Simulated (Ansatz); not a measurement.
Computed with DFT PBE, scalar-relativistic, plane waves, PAW (Ansatz 0.2.0). All cells share a 420 eV cutoff and Γ-centred k meshes spaced at most about 0.3 Å⁻¹ (about 0.25 or finer for metals, 2π included). No spin polarisation.

All energies are static (0 K, no zero-point motion).

**Question.** Which of these relaxed structures of Si5Ge2 is the lowest in energy?
A.

```
Si Ge
1.0
     3.28914    1.89899    4.36010
    -3.28914    1.89899    4.36010
     0.00000   -3.79797    4.36010
Si Ge
5 2
Direct
  0.11433 0.11433 0.11433
  0.88567 0.88567 0.88567
  0.71964 0.00000 0.28036
  0.28036 0.71964 0.00000
  0.00000 0.28036 0.71964
  0.69972 0.69972 0.69972
  0.30028 0.30028 0.30028
```

B.

```
Si Ge
1.0
     3.70793    0.00000    0.00000
     0.00000    3.70793    0.00000
     0.00000    0.00000    8.95153
Si Ge
5 2
Cartesian
  1.8540 0.0000 6.3241
  0.0000 1.8540 6.3241
  1.8540 0.0000 8.7777
  0.0000 1.8540 8.7777
  0.0000 0.0000 1.5559
  1.8540 0.0000 3.6966
  0.0000 1.8540 3.6966
```

**Answer.** A. The other, B, lies 191 meV/atom higher. Forms: A R32; B P4mm. Counting Si atoms around Ge (those within 1.25 times the shortest such distance or 1.15 times the sum of covalent radii): A has Ge 4; B has Ge 3. Both come from invented guesses. Even the lowest of the cells shown lies +0.19 eV/atom against the elements.

Cells relaxed within their symmetry can be saddle points. Some types were kept out of the candidates beforehand, so the set may lack a known form.
